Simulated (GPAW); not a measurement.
Crystal: BN.

```
N B
1.0
     2.55394    0.00000    0.00000
    -1.27697    2.21178    0.00000
     0.00000    0.00000    4.22685
N B
2 2
Direct
  0.33333 0.66667 0.12528
  0.66667 0.33333 0.62528
  0.33333 0.66667 0.49972
  0.66667 0.33333 0.99972
```

Measurements of this composition are mostly on another form, of space group No. 194.

Base run:

| Property | Result |
| --- | --- |
| Program | GPAW 26.7.0 |
| Functional | PBEsol |
| Potentials or basis | PAW data sets generated in the run's folder for this functional |
| Cutoff | 600 eV |
| Basis | pw |
| k mesh | 10 × 10 × 5 |
| Occupations | fermi-dirac, width 0.001 eV |
| Spin | no spin polarisation |

Its results: band gap on the k mesh 5.16 eV, indirect (least direct gap 8.12 eV).

Problem. After a change of settings the same cell gave: band gap on the k mesh 5.38 eV, indirect (least direct gap 8.22 eV). Which change was it?
A. functional from PBEsol to AM05
B. functional from PBEsol to GLLB-SC; potentials or basis from PAW data sets generated in the run's folder for this functional to the program's PAW data sets (release 1.2.1) made for this functional
C. functional from PBEsol to PBE; potentials or basis from PAW data sets generated in the run's folder for this functional to GPAW PAW data sets (gpaw-data 1.2.1)
D. functional from PBEsol to LDA; potentials or basis from PAW data sets generated in the run's folder for this functional to the program's PAW data sets (release 1.2.1) made for this functional

Solution. C.

Caveats: the long-wavelength limit can be off by a per cent or two; an odd mesh through Γ misses points on the zone boundary, where band edges often lie.
